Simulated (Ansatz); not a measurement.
# Ta (Im-3m) in Ansatz: further runs

Runs on Ta. Level: PBE. Tasks: single point.

Program: Ansatz 0.2.0. These are calculated values, not measurements. Logs are shortened: lines on timing, memory, paths and dates and some standing lists are left out, and cuts for length are marked.

## (1) The crystal as given

Symmetry: Im-3m, No. 229, cubic system. The conventional cell has a = 3.303 Å, b = 3.303 Å, c = 3.303 Å, α = 90.00°, β = 90.00°, γ = 90.00°. Ta (site symmetry m-3m) has 8 Ta at 2.86 Å as nearest neighbours.

## (2) Single point, PBE

Contents of input.yaml:

```yaml
crystal:
  lattice:
    - [-1.65128, 1.65128, 1.65128]
    - [1.65128, -1.65128, 1.65128]
    - [1.65128, 1.65128, -1.65128]
  atoms:
    - { symbol: Ta, position: [0.0, 0.0, 0.0] }
hamiltonian:
  xc: pbe
  pseudopotentials: { kind: paw }
kpoints:
  mp_grid: { grid: [11, 11, 11] }
scf:
  occupations: { method: gaussian, width: 0.023 }
output:
  forces: true
  stress: true
  eigenvalues: true
```

Potentials or basis: Ansatz PAW.

Run with:

```console
$ ansatz run input.yaml --threads 2 --pin off --max-ram 5632MiB --backend cpu --events-out ev --progress --plain --runs-dir out
```

Output:

```text
Warning: RAYON_NUM_THREADS=2 ignored (pool sized by the plan → 2); use --threads N
Engine: ansatz 0.2.0, x86_64-unknown-linux-gnu
Pseudopotentials: kind: paw
Pseudopotential: Ta, paw, valence charge 13, recommended cutoff 420 eV (normal), Ta.paw.azcp
Functional definition: PBE
  parameter kappa = 0.804
  parameter beta = 0.06672455060314922
  exchange = pbe_x(kappa = kappa, mu = beta*pi^2/3)
  correlation = pbe_c(beta = beta)
Crystal: 1 atoms, lattice volume = 18.010 Å³
Basis set: ecut = 420 eV, 369 PW (Γ), exchange–correlation on 40×40×40 points (8 copies of the dense FFT grid, shifted against one another)
Bands: 11, of which v1, the nominal top of the filled ones, is band 7 counted from 1 (6 counted from 0)
Symmetry: 48 space group operations
Space group: Im-3m (ITA 229), of the structure as read, at distance tolerance 2.6e-5 Å
k-points: 56 of 1331
Non-local potential: Ta, projectors of the file, l = 0: 3, l = 1: 2, l = 2: 2, l = 3: 1
PAW form: soft (Blöchl's): semilocal exchange-correlation on the pseudo side does not see the compensation charge
PAW one-centre angular grid: Ta, 590 points (default); XC on 64 Gauss nodes
Initial density: superposition of atomic densities (neutral atoms: chi_scale 0, normalization atom), corrected by the library's trained network
Initial wavefunctions: pseudopotential atomic-orbital guess
Functional: x = pbe(κ = 0.804, μ = 0.2195149727645171), c = pbe(β = 0.06672455060314922)
SCF iter   1: F=—  HF=-9932.253536 eV  |F-HF|=—  |Δ(HF+E_count)|=         —  Δρ=2.36e-3  dr2=3.31e-4  ethr=1.77e-3  ⟨swp⟩=6.1  Hψ=3572  notcnv=0
preconditioner: auto → none  [insulator: Δε(μ)=0.091 eV  Ē_g=8.322 eV  σ=0.023 eV  W_gap=0.95  n_scr=0 (ndim 8)  ℏωp=19.6 eV  f_vac=0.000  D(μ)=0.32/eV (n_scr^D=0)  ε∞_Penn≈6.5]
SCF iter   2: F=—  HF=-9932.253511 eV  |F-HF|=—  |Δ(HF+E_count)|=   2.49e-5  Δρ=9.92e-4  dr2=4.57e-5  ethr=2.55e-6  ⟨swp⟩=2.3  Hψ=1474  notcnv=0  defer=5
SCF iter   3: F=—  HF=-9932.253570 eV  |F-HF|=—  |Δ(HF+E_count)|=   5.92e-5  Δρ=2.15e-4  dr2=2.10e-6  ethr=3.52e-7  ⟨swp⟩=2.1  Hψ=705  notcnv=0  defer=5
iter 4 did not close the SCF: its close was put off for the readings that it lacked (scf_convergence_deferred on its scf_iter line)
SCF iter   4: F=-9932.253573 eV  HF=-9932.253573 eV  |F-HF|=5.52e-8  |Δ(HF+E_count)|=   2.49e-6  Δρ=2.09e-5  dr2=6.24e-8  ethr=1.61e-8  ⟨swp⟩=2.6  Hψ=961  notcnv=0  defer=5
iter 5 did not close the SCF: its close was put off for the readings that it lacked (scf_convergence_deferred on its scf_iter line)
SCF iter   5: F=-9932.253573 eV  HF=-9932.253573 eV  |F-HF|=2.29e-10  |Δ(HF+E_count)|=   3.31e-8  Δρ=3.60e-6  dr2=4.38e-10  ethr=4.80e-10  ⟨swp⟩=2.1  Hψ=888  notcnv=0  defer=5
SCF iter   6: F=-9932.253573 eV  HF=-9932.253573 eV  |F-HF|=4.37e-11  |Δ(HF+E_count)|=  4.20e-10  Δρ=5.56e-7  dr2=4.58e-11  ethr=3.37e-12  ⟨swp⟩=2.3  Hψ=2090  notcnv=0
SCF 1 converged in 6 iterations: F = -9932.253573 eV  dr2 = 4.58e-11
SCF converged after 6 iterations
Free energy (F): -9932.253573 eV
Harris-Foulkes:  -9932.253573 eV  (|F-HF|=4.37e-11)
Internal energy: -9932.253489 eV  (E = F + TS)
E sigma→0 (E₀):  -9932.253531 eV
Entropy (-TS):   -0.000084 eV (-0.084 meV/atom)
Fermi energy:    18.609913 eV
--- Per-component energies (eV) ---
  E_band       = -103.179116
  E_kinetic    = 366.131082
  E_local      = -547.593788  (includes V_loc(G=0)·N_el)
  E_nonlocal   = 15.004408
  E_hartree    = 190.246709
  E_xc         = -218.527237
  E_vxc        = -204.145952  (∫ρ·V_xc dr)
  E_paw        = -8396.703383  (= ΣΔE_a)
  E_vpaw       = -113.068626  (= ΣTr[D̂ρ^β])
  E_aug_tail   = 0.000163  (compensation charges beyond the density's cutoff)
  E_ewald      = -1340.811443
  E_smearing   = -0.000084  (= −TS)
  E_closure    = 0.000000  (closes the sum)
  Σ components = -9932.253573   (vs F -9932.253573, Δ=0.00e0)
--- Forces (eV/Å), atoms counted from 1 ---
  atom   1  Ta    -0.00000000     0.00000000     0.00000000
  max |Σ_I F_I| component: 2.26e-32 eV/Å
--- Stress (GPa, compression-positive) ---
        2.100408       0.000000      -0.000000
        0.000000       2.100408      -0.000000
        0.000000      -0.000000       2.100408
  P = ⅓ Tr σ = 2.1004 GPa (21.004 kbar)
--- Band table (eV; the first three rows and the last of 56) ---
  k-point 0: bands = ["-48.4170", "-14.3671", "-14.3671", "-14.3671", "10.7434", "19.3842", "19.3842", "19.3842", "22.6579", "22.6579", "33.2630"]
  k-point 1: bands = ["-48.4078", "-14.4682", "-14.3984", "-14.3677", "11.1070", "19.1501", "19.3039", "19.7456", "22.3091", "22.6607", "33.5781"]
  k-point 2: bands = ["-48.3832", "-14.7324", "-14.4813", "-14.3692", "12.0920", "18.5834", "18.9234", "20.7988", "21.9582", "22.7165", "34.0211"]
  k-point 55: bands = ["-48.2181", "-15.1890", "-15.1711", "-15.1711", "14.9385", "14.9806", "24.4760", "24.4760", "25.2996", "26.6540", "28.4716"]
```

Wall time 0.6 s (2 threads of Intel Xeon at 2.70GHz, shared host); peak memory 0.29 GiB.

What came out:

```yaml
Free_energy: -9932.2536 eV
Pressure: 2.1 GPa
Band_gap_on_the_k_mesh: none (metal or under the smearing width)
```

Spin-orbit coupling is left out, which matters for the levels of Ta.

## (3) Single point, PBE

Edit input.yaml of step 2 so:

```diff
@@ -13,3 +13,3 @@
 scf:
-  occupations: { method: gaussian, width: 0.023 }
+  occupations: { method: gaussian, width: 0.024 }
 output:
```

Potentials or basis: Ansatz PAW.

Run with:

```console
$ ansatz run input.yaml --threads 2 --pin off --max-ram 5632MiB --backend cpu --events-out ev --progress --plain --runs-dir out
```

Run time: 0.73 s. Hardware: 2 threads of Intel Xeon at 2.70GHz, shared host; peak memory 0.29 GiB.

It converged, with:

```
Free energy            : -9932.2536 eV
Pressure               : 2.1 GPa
Band gap on the k mesh : none (metal or under the smearing width)
```

Levels at points of the mesh, in eV from the Fermi level:
```csv
k point,band 2,band 3,band 4,band 5,band 6,band 7,band 8,band 9,band 10,band 11
"(0.00, 0.00, 0.00)",-32.98,-32.98,-32.98,-7.87,0.77,0.77,0.77,4.05,4.05,14.65
```
